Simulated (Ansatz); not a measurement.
# BaS: the cost of one run

Method: DFT PBE, scalar-relativistic, plane waves, PAW, in Ansatz 0.2.0.

2 further runs of the same task are left out: 2 that didn't finish. Runs told in other sessions of the task aren't counted.

### Step 1. The structure to begin with

Symmetry: P-6m2, No. 187, hexagonal system. The conventional cell has a = 4.233 Å, b = 4.233 Å, c = 4.131 Å, α = 90.00°, β = 90.00°, γ = 120.00°. Ba (site symmetry -6m2) is surrounded by 6 S at 3.20 Å. S (site symmetry -6m2) is surrounded by 6 Ba at 3.20 Å.

As a file:

```
CELL_PARAMETERS angstrom
4.23311 0.00000 0.00000
-2.11656 3.66598 0.00000
0.00000 0.00000 4.13131
ATOMIC_POSITIONS crystal
Ba 0.00000 0.00000 0.00000
S 0.66667 0.33333 0.50000
```

### Step 2. Relaxing cell and atoms

input.yaml

```yaml
crystal:
  lattice:
    - [4.2331110366, 0.0, 0.0]
    - [-2.1165555183, 3.6659816947, 0.0]
    - [0.0, 0.0, 4.1313066459]
  atoms:
    - { symbol: Ba, position: [0.0, 0.0, 0.0] }
    - { symbol: S, position: [0.6666666667, 0.3333333333, 0.5] }
basis:
  ecutwfc: 420
  ecutrho_ratio: 4
kpoints:
  mp_grid: { grid: [10, 10, 8] }
hamiltonian:
  xc: pbe
scf:
  occupations: { method: gaussian, width: 0.05 }
output:
  forces: true
  stress: true
  eigenvalues: true
relax:
  f_tol: 0.01
  max_steps: 60
  cell: { stress_tol: 0.04 }
```

The run is started by

```
$ ansatz run input.yaml --threads 2 --pin off --max-ram 2662MiB --backend cpu --events-out ev --progress --plain --runs-dir out
```

Q: Estimate wall time and peak memory on 2 threads of Arm Neoverse V2, shared host.

About 21 s, with a peak of 0.39 GiB.
